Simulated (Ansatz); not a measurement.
Crystal: CaO.

```
Ca O
1.0
     0.00000    2.40356    2.40356
     2.40356    0.00000    2.40356
     2.40356    2.40356    0.00000
Ca O
1 1
Cartesian
  0.0000 0.0000 0.0000
  2.4036 2.4036 2.4036
```

The cell is a database's computed one.

```yaml
Program: Ansatz 0.2.0
Task: relaxation of cell and atoms
Functional: PBEsol
Potentials_or_basis: all-electron LAPW, scalar-relativistic
Basis_error_allowed: 0.001 eV/atom
k_mesh: 10 × 10 × 10
Occupations: fermi-dirac, width 0.05 eV
Spin: no spin polarisation
```

At the start: volume 13.89 Å³/atom.

Q: How do energy, volume and symmetry change on relaxing?

A: Over 4 steps the energy falls by 3.0 meV/atom and the volume is 13.55 Å³/atom (-2.5 %); space group Fm-3m (No. 225, to 0.05 Å).

Step by step:
| step | energy change (eV) | largest force (eV/Å) | volume (Å³) |
| --- | --- | --- | --- |
| 1 | 0.0000 | 0.0000 | 27.77 |
| 2 | -0.0058 | 0.0000 | 26.98 |
| 3 | -0.0060 | 0.0000 | 27.09 |
| 4 | -0.0060 | 0.0000 | 27.09 |

Final structure:
```
CELL_PARAMETERS angstrom
0.00000 2.38376 2.38376
2.38376 0.00000 2.38376
2.38376 2.38376 0.00000
ATOMIC_POSITIONS crystal
Ca 0.00000 0.00000 0.00000
O 0.50000 0.50000 0.50000
```
